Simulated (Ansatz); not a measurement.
Relaxed NaBr (rock salt):

```
CELL_PARAMETERS angstrom
      0.00000     6.03598     6.03598
      3.01799     0.00000     3.01799
      3.01799     3.01799     0.00000
ATOMIC_POSITIONS crystal
  Br 0.00000 0.00000 0.00000
  Br 0.50000 0.00000 0.00000
  Na 0.25000 0.50000 0.50000
  Na 0.75000 0.50000 0.50000
```

The atoms are displaced by Q × the pattern below (from a DFPT mode at L = (0.5, 0.0, 0.0), largest move 1; Q in Å), at fixed cell. It is one choice among 2 degenerate patterns. (q is in reciprocal vectors of the primitive cell; the cell shown is doubled to hold the pattern.)

```tsv
atom	x	y	z
Na3	0.285	-0.520	0.805
Na4	-0.285	0.520	-0.805
```

Atoms not listed stay in place.

Level of theory: PBE (plane waves to 420 eV, PAW, scalar-relativistic; Ansatz, a program for electronic structure). k mesh 5×10×10 (Γ-centred), Fermi-Dirac smearing 0.05 eV. E stands for the smeared free energy. NaBr was relaxed with its symmetry unable to fall. ΔE is measured from the undisplaced structure.

```csv
Q (Å),ΔE (meV/cell)
-0.180,withheld
-0.150,25.3
-0.120,16.1
-0.090,9.1
-0.060,4.0
-0.030,1.0
0.000,0.0
0.030,1.0
0.060,4.0
0.090,9.1
0.120,16.1
0.150,25.3
0.180,withheld
```

Question: Fit an even polynomial form (powers 2, 4) to the given rows and predict ΔE at Q = -0.180.

Answer: Least squares on the 11 given rows: ΔE = (1114)·Q² + (434.7)·Q⁴, in meV/cell with Q in Å; root-mean-square residual 0.03 meV/cell. At -0.180 the fit gives 36.5 meV/cell; the calculation gives 36.6 meV/cell, so the extrapolation is off by -0.1 (-0.3 %). The quadratic term alone would give 36.1 meV/cell.

(For displaced atoms, the force is minus the slope of the energy, and its curvature is a force constant, which sets phonon frequencies.)
